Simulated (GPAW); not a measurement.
Runs of GPAW 26.7.0 on Na2S. Symmetry: Fm-3m, No. 225, cubic system. Conventional cell: a = 6.547 Å, b = 6.547 Å, c = 6.547 Å, α = 90.00°, β = 90.00°, γ = 90.00°. S (site symmetry m-3m) is surrounded by 8 Na at 2.83 Å. Na (site symmetry -43m) is surrounded by 4 S at 2.83 Å. 

```csv
task,level,potentials or basis,cell,band path,band points,gap on the mesh (eV),pressure (GPa),V0 of scaled cells (Å³/atom),B0 (GPa)
band structure,LDA,"the program's PAW data sets (release 1.2.1) made for this functional, pw",as given,"GXWKGLUWLK,UX",60,2.24,(b),-,-
equation of state,PBE,"GPAW PAW data sets (gpaw-data 1.2.1), pw",as given,-,-,-,-,23.60,28
single point,PBE,"GPAW PAW data sets (gpaw-data 1.2.1), pw","atoms moved at random, drawn with an rms of 0.05 Å",-,-,2.46,0.3,-,-
equation of state,PBEsol,"PAW data sets generated in the run's folder for this functional, pw",as given,-,-,-,-,22.98,(a)
```

Alike in all rows: no spin polarisation; k mesh 7 × 7 × 7; cutoff (eV) 800; smearing fermi-dirac 0.05 eV.

Task: Fill in the values left out.

Result: (a) 30; (b) -2.1.

